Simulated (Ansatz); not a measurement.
# PtSe2 (Sudovikovite) (P-3m1) in Ansatz: a series of runs

The runs below take PtSe2 (Sudovikovite) through single point, with PBE.

Everything below comes from runs of Ansatz 0.2.0. Logs are shortened: lines on timing, memory, paths and dates and some standing lists are left out, and cuts for length are marked.

## 1. The structure

It takes space group P-3m1 (No. 164, trigonal). The conventional cell has a = 3.724 Å, b = 3.724 Å, c = 5.062 Å, α = 90.00°, β = 90.00°, γ = 120.00°. Pt (site symmetry -3m) has 6 Se at 2.49 Å as nearest neighbours. Se (site symmetry 3m) has 3 Pt at 2.49 Å as nearest neighbours.

## 2. Single point, PBE

Contents of input.yaml:

```yaml
crystal:
  lattice:
    - [3.724, 0.0, 0.0]
    - [-1.862, 3.2250786037, 0.0]
    - [0.0, 0.0, 5.062]
  atoms:
    - { symbol: Pt, position: [0.0, 0.0, 0.0] }
    - { symbol: Se, position: [0.6666666667, 0.3333333333, 0.75] }
    - { symbol: Se, position: [0.3333333333, 0.6666666667, 0.25] }
hamiltonian:
  xc: pbe
  pseudopotentials: { kind: paw }
kpoints:
  mp_grid: { grid: [8, 8, 5] }
scf:
  occupations: { method: gaussian, width: 0.028 }
output:
  forces: true
  stress: true
  eigenvalues: true
```

Potentials or basis: Ansatz PAW.

Run with:

```console
> ansatz run input.yaml --threads 2 --pin off --max-ram 5632MiB --backend cpu --events-out ev --progress --plain --runs-dir out
```

The program printed:

```text
Warning: RAYON_NUM_THREADS=2 ignored (pool sized by the plan → 2); use --threads N
Engine: ansatz 0.2.0, x86_64-unknown-linux-gnu
Pseudopotentials: kind: paw
Pseudopotential: Pt, paw, valence charge 18, recommended cutoff 420 eV (normal), Pt.paw.azcp
Pseudopotential: Se, paw, valence charge 16, recommended cutoff 420 eV (normal), Se.paw.azcp
Functional definition: PBE
  parameter kappa = 0.804
  parameter beta = 0.06672455060314922
  exchange = pbe_x(kappa = kappa, mu = beta*pi^2/3)
  correlation = pbe_c(beta = beta)
Crystal: 3 atoms, lattice volume = 60.796 Å³
Basis set: ecut = 420 eV, 1205 PW (Γ), exchange–correlation on 50×50×72 points (8 copies of the dense FFT grid, shifted against one another)
Bands: 30, of which v1, the nominal top of the filled ones, is band 25 counted from 1 (24 counted from 0)
Symmetry: 12 space group operations
Space group: P-3m1 (ITA 164), of the structure as read, at distance tolerance 3.9e-5 Å
k-points: 40 of 320
Non-local potential: Pt, projectors of the file, l = 0: 3, l = 1: 2, l = 2: 2, l = 3: 1
Non-local potential: Se, projectors of the file, l = 0: 2, l = 1: 2, l = 2: 3, l = 3: 1
PAW form: soft (Blöchl's): semilocal exchange-correlation on the pseudo side does not see the compensation charge
PAW one-centre angular grid: Pt, 590 points (default); XC on 64 Gauss nodes
PAW one-centre angular grid: Se, 590 points (default); XC on 64 Gauss nodes
Initial density: superposition of atomic densities (neutral atoms: chi_scale 0, normalization atom), corrected by the library's trained network
Initial wavefunctions: pseudopotential atomic-orbital guess
Functional: x = pbe(κ = 0.804, μ = 0.2195149727645171), c = pbe(β = 0.06672455060314922)
SCF iter   1: F=—  HF=-23462.252000 eV  |F-HF|=—  |Δ(HF+E_count)|=         —  Δρ=3.51e-3  dr2=6.60e-3  ethr=1.77e-3  ⟨swp⟩=6.2  Hψ=4717  notcnv=0
preconditioner: auto → LDOS  [insulator: Δε(μ)=0.106 eV  Ē_g=10.189 eV  σ=0.028 eV  W_gap=0.93  n_scr=22 (ndim 8)  ℏωp=22.3 eV  f_vac=0.035  D(μ)=0.64/eV (n_scr^D=2)  ε∞_Penn≈5.8  β→1.0]
SCF iter   2: F=—  HF=-23462.253660 eV  |F-HF|=—  |Δ(HF+E_count)|=   1.66e-3  Δρ=1.99e-3  dr2=3.54e-3  ethr=1.32e-5  ⟨swp⟩=2.0  Hψ=2132  notcnv=0  defer=37
SCF iter   3: F=—  HF=-23462.252981 eV  |F-HF|=—  |Δ(HF+E_count)|=   6.79e-4  Δρ=2.86e-4  dr2=3.95e-5  ethr=7.07e-6  ⟨swp⟩=2.0  Hψ=1626  notcnv=0  defer=37
SCF iter   4: F=—  HF=-23462.252965 eV  |F-HF|=—  |Δ(HF+E_count)|=   1.55e-5  Δρ=4.48e-5  dr2=1.05e-6  ethr=7.89e-8  ⟨swp⟩=2.0  Hψ=2123  notcnv=0  defer=37
SCF iter   5: F=—  HF=-23462.252966 eV  |F-HF|=—  |Δ(HF+E_count)|=   4.62e-7  Δρ=1.33e-5  dr2=2.53e-7  ethr=2.10e-9  ⟨swp⟩=2.1  Hψ=1925  notcnv=0  defer=37
SCF iter   6: F=-23462.252966 eV  HF=-23462.252966 eV  |F-HF|=9.65e-9  |Δ(HF+E_count)|=   3.25e-8  Δρ=5.26e-6  dr2=7.92e-9  ethr=2.00e-10  ⟨swp⟩=7.3  Hψ=4919  notcnv=0
SCF 1 converged in 6 iterations: F = -23462.252966 eV  dr2 = 7.92e-9
SCF converged after 6 iterations
Free energy (F): -23462.252966 eV
Harris-Foulkes:  -23462.252966 eV  (|F-HF|=9.65e-9)
Internal energy: -23462.252685 eV  (E = F + TS)
E sigma→0 (E₀):  -23462.252825 eV
Entropy (-TS):   -0.000281 eV (-0.094 meV/atom)
Fermi energy:    13.407758 eV
--- Per-component energies (eV) ---
  E_band       = -958.364231
  E_kinetic    = 876.403344
  E_local      = -6791.656327  (includes V_loc(G=0)·N_el)
  E_nonlocal   = -990.583913
  E_hartree    = 3150.819343
  E_xc         = -471.411907
  E_vxc        = -500.898509  (∫ρ·V_xc dr)
  E_paw        = -13277.886877  (= ΣΔE_a)
  E_vpaw       = 146.735603  (= ΣTr[D̂ρ^β])
  E_aug_tail   = -0.000985  (compensation charges beyond the density's cutoff)
  E_ewald      = -5957.935364
  E_smearing   = -0.000281  (= −TS)
  E_closure    = -0.000000  (closes the sum)
  Σ components = -23462.252966   (vs F -23462.252966, Δ=0.00e0)
--- Forces (eV/Å), atoms counted from 1 ---
  atom   1  Pt     0.00000000     0.00000000     0.00000000
  atom   2  Se     0.00000000    -0.00000000    -0.57021435
  atom   3  Se    -0.00000000     0.00000000     0.57021435
  max |Σ_I F_I| component: 1.16e-18 eV/Å
--- Stress (GPa, compression-positive) ---
        7.898572       0.000000      -0.000000
       -0.000000       7.898572       0.000000
       -0.000000       0.000000       6.171196
  P = ⅓ Tr σ = 7.3228 GPa (73.228 kbar)
--- Band table (eV; the first three rows and the last of 40) ---
  k-point 0: bands = ["-86.2521", "-40.5041", "-40.5041", "-40.4104", "-35.2303", "-35.2303", "-35.2279", "-35.2279", "-35.2117", "-35.2117", "-35.2068", "-35.2068", "-35.2011", "-35.2009", "-2.4013", "0.4257", "6.1102", "6.8140", "6.8140", "9.2703", "9.2703", "10.7169", "12.2428", "12.2428", "13.7243", "14.7781", "14.7781", "16.9297", "17.5312", "20.6149"]
  k-point 1: bands = ["-86.2521", "-40.5041", "-40.5041", "-40.4104", "-35.2302", "-35.2302", "-35.2280", "-35.2280", "-35.2114", "-35.2114", "-35.2072", "-35.2072", "-35.2012", "-35.2008", "-2.2553", "0.0779", "6.6285", "6.8320", "6.8320", "9.2590", "9.2590", "10.6830", "12.0771", "12.0771", "12.8790", "15.0667", "15.0667", "17.2384", "18.3690", "20.4747"]
  k-point 2: bands = ["-86.2521", "-40.5041", "-40.5041", "-40.4104", "-35.2301", "-35.2301", "-35.2280", "-35.2280", "-35.2106", "-35.2106", "-35.2080", "-35.2080", "-35.2012", "-35.2007", "-1.9141", "-0.5434", "6.8616", "6.8616", "7.6290", "9.2422", "9.2422", "10.4710", "11.7564", "11.8457", "11.8457", "15.5388", "15.5388", "17.9555", "19.4760", "20.1592"]
  k-point 39: bands = ["-86.2519", "-40.5125", "-40.5099", "-40.4097", "-35.2298", "-35.2294", "-35.2289", "-35.2281", "-35.2107", "-35.2093", "-35.2089", "-35.2085", "-35.2006", "-35.2005", "-0.4458", "-0.3133", "6.3762", "6.9041", "7.4759", "8.4637", "8.8075", "9.5199", "9.6653", "10.7404", "11.0030", "14.8019", "15.3073", "19.1687", "20.2214", "21.0542"]
```

Wall time 10 s (2 threads of Intel Xeon at 2.50GHz (Skylake/Cascade Lake), shared host); peak memory 0.4 GiB.

What came out:

| Item | Value |
| --- | --- |
| Free energy | -23462.2530 eV |
| Pressure | 7.3 GPa |
| Largest force | 0.570 eV/Å |
| Band gap on the k mesh | none (metal or under the smearing width) |

Forces in eV/Å, atoms in the order of the input:
```
Pt   0.000  0.000  0.000
Se   0.000  0.000 -0.570
Se   0.000  0.000  0.570
```

The run has no spin-orbit coupling, so splittings on Pt are missing.

## 3. Single point, PBE

Changes to input.yaml since step 2:

```diff
@@ -15,3 +15,3 @@
 scf:
-  occupations: { method: gaussian, width: 0.028 }
+  occupations: { method: gaussian, width: 0.011 }
 output:
@@ -20 +20,5 @@
   eigenvalues: true
+  write_density: true
+  write_potential: true
+  elf: true
+  volumetric_format: npy
```

Potentials or basis: Ansatz PAW.

Run with:

```console
> ansatz run input.yaml --threads 2 --pin off --max-ram 5632MiB --backend cpu --events-out ev --progress --plain --runs-dir out
```

The program printed:

```text
Warning: RAYON_NUM_THREADS=2 ignored (pool sized by the plan → 2); use --threads N
[... 9 set-up lines as earlier in the session ...]
Crystal: 3 atoms, lattice volume = 60.796 Å³
Basis set: ecut = 420 eV, 1205 PW (Γ), exchange–correlation on 50×50×72 points (8 copies of the dense FFT grid, shifted against one another)
Bands: 30, of which v1, the nominal top of the filled ones, is band 25 counted from 1 (24 counted from 0)
[... 2 set-up lines as earlier in the session ...]
k-points: 40 of 320
[... 8 set-up lines as earlier in the session ...]
SCF iter   1: F=—  HF=-23462.251850 eV  |F-HF|=—  |Δ(HF+E_count)|=         —  Δρ=3.51e-3  dr2=6.60e-3  ethr=1.77e-3  ⟨swp⟩=6.2  Hψ=4737  notcnv=0
preconditioner: auto → LDOS  [insulator: Δε(μ)=0.106 eV  Ē_g=10.189 eV  σ=0.011 eV  W_gap=0.91  n_scr=22 (ndim 8)  ℏωp=22.3 eV  f_vac=0.035  D(μ)=1.59/eV (n_scr^D=8)  ε∞_Penn≈5.8  β→1.0]
SCF iter   2: F=—  HF=-23462.252788 eV  |F-HF|=—  |Δ(HF+E_count)|=   9.39e-4  Δρ=7.30e-4  dr2=1.85e-4  ethr=1.32e-5  ⟨swp⟩=2.0  Hψ=2116  notcnv=0  defer=38
SCF iter   3: F=—  HF=-23462.252847 eV  |F-HF|=—  |Δ(HF+E_count)|=   5.87e-5  Δρ=2.76e-4  dr2=5.68e-5  ethr=3.69e-7  ⟨swp⟩=2.0  Hψ=2324  notcnv=0  defer=38
SCF iter   4: F=—  HF=-23462.252814 eV  |F-HF|=—  |Δ(HF+E_count)|=   3.31e-5  Δρ=1.23e-4  dr2=1.03e-5  ethr=1.14e-7  ⟨swp⟩=3.0  Hψ=2132  notcnv=0  defer=38
SCF iter   5: F=—  HF=-23462.252812 eV  |F-HF|=—  |Δ(HF+E_count)|=   2.05e-6  Δρ=2.97e-5  dr2=5.07e-7  ethr=2.07e-8  ⟨swp⟩=2.0  Hψ=1315  notcnv=0  defer=38
SCF iter   6: F=-23462.252812 eV  HF=-23462.252812 eV  |F-HF|=3.44e-8  |Δ(HF+E_count)|=   8.37e-8  Δρ=6.27e-6  dr2=3.82e-8  ethr=2.00e-10  ⟨swp⟩=10.8  Hψ=7804  notcnv=0
SCF 1 converged in 6 iterations: F = -23462.252812 eV  dr2 = 3.82e-8
SCF converged after 6 iterations
Free energy (F): -23462.252812 eV
Harris-Foulkes:  -23462.252812 eV  (|F-HF|=3.44e-8)
Internal energy: -23462.252714 eV  (E = F + TS)
E sigma→0 (E₀):  -23462.252763 eV
Entropy (-TS):   -0.000097 eV (-0.032 meV/atom)
Fermi energy:    13.426300 eV
--- Per-component energies (eV) ---
  E_band       = -958.363379
  E_kinetic    = 876.402467
  E_local      = -6791.649029  (includes V_loc(G=0)·N_el)
  E_nonlocal   = -990.588728
  E_hartree    = 3150.814468
  E_xc         = -471.412259
  E_vxc        = -500.898955  (∫ρ·V_xc dr)
  E_paw        = -13277.883285  (= ΣΔE_a)
  E_vpaw       = 146.737754  (= ΣTr[D̂ρ^β])
  E_aug_tail   = -0.000985  (compensation charges beyond the density's cutoff)
  E_ewald      = -5957.935364
  E_smearing   = -0.000097  (= −TS)
  E_closure    = 0.000000  (closes the sum)
  Σ components = -23462.252812   (vs F -23462.252812, Δ=0.00e0)
--- Forces (eV/Å), atoms counted from 1 ---
  atom   1  Pt    -0.00000000    -0.00000000     0.00000000
  atom   2  Se     0.00000000    -0.00000000    -0.56986653
  atom   3  Se    -0.00000000     0.00000000     0.56986653
  max |Σ_I F_I| component: 1.16e-18 eV/Å
--- Stress (GPa, compression-positive) ---
        7.897935      -0.000000      -0.000000
       -0.000000       7.897935       0.000000
       -0.000000       0.000000       6.171230
  P = ⅓ Tr σ = 7.3224 GPa (73.224 kbar)
--- Band table (eV; the first three rows and the last of 40) ---
  k-point 0: bands = ["-86.2522", "-40.5042", "-40.5042", "-40.4105", "-35.2303", "-35.2303", "-35.2279", "-35.2279", "-35.2117", "-35.2117", "-35.2067", "-35.2067", "-35.2010", "-35.2008", "-2.4012", "0.4258", "6.1102", "6.8140", "6.8140", "9.2702", "9.2702", "10.7168", "12.2428", "12.2428", "13.7244", "14.7781", "14.7781", "16.9298", "17.5312", "20.6149"]
  k-point 1: bands = ["-86.2522", "-40.5041", "-40.5041", "-40.4105", "-35.2302", "-35.2302", "-35.2280", "-35.2280", "-35.2113", "-35.2113", "-35.2071", "-35.2071", "-35.2011", "-35.2007", "-2.2552", "0.0780", "6.6286", "6.8320", "6.8320", "9.2589", "9.2589", "10.6830", "12.0772", "12.0772", "12.8791", "15.0667", "15.0667", "17.2385", "18.3691", "20.4747"]
  k-point 2: bands = ["-86.2522", "-40.5041", "-40.5041", "-40.4105", "-35.2301", "-35.2301", "-35.2280", "-35.2280", "-35.2105", "-35.2105", "-35.2079", "-35.2079", "-35.2012", "-35.2006", "-1.9141", "-0.5433", "6.8616", "6.8616", "7.6290", "9.2422", "9.2422", "10.4711", "11.7565", "11.8458", "11.8458", "15.5388", "15.5388", "17.9555", "19.4760", "20.1592"]
  k-point 39: bands = ["-86.2520", "-40.5125", "-40.5100", "-40.4097", "-35.2298", "-35.2294", "-35.2289", "-35.2281", "-35.2106", "-35.2092", "-35.2088", "-35.2085", "-35.2005", "-35.2005", "-0.4457", "-0.3132", "6.3762", "6.9041", "7.4759", "8.4637", "8.8075", "9.5199", "9.6653", "10.7404", "11.0030", "14.8019", "15.3073", "19.1688", "20.2214", "21.0543"]
```

Wall time 14 s (2 threads of Intel Xeon at 2.50GHz (Skylake/Cascade Lake), shared host); peak memory 0.4 GiB.

What came out:

* Free energy: -23462.2528 eV
* Pressure: 7.3 GPa
* Largest force: 0.570 eV/Å
* Band gap on the k mesh: none (metal or under the smearing width)

Forces in eV/Å, atoms in the order of the input:
```
Pt   0.000  0.000  0.000
Se   0.000  0.000 -0.570
Se   0.000  0.000  0.570
```
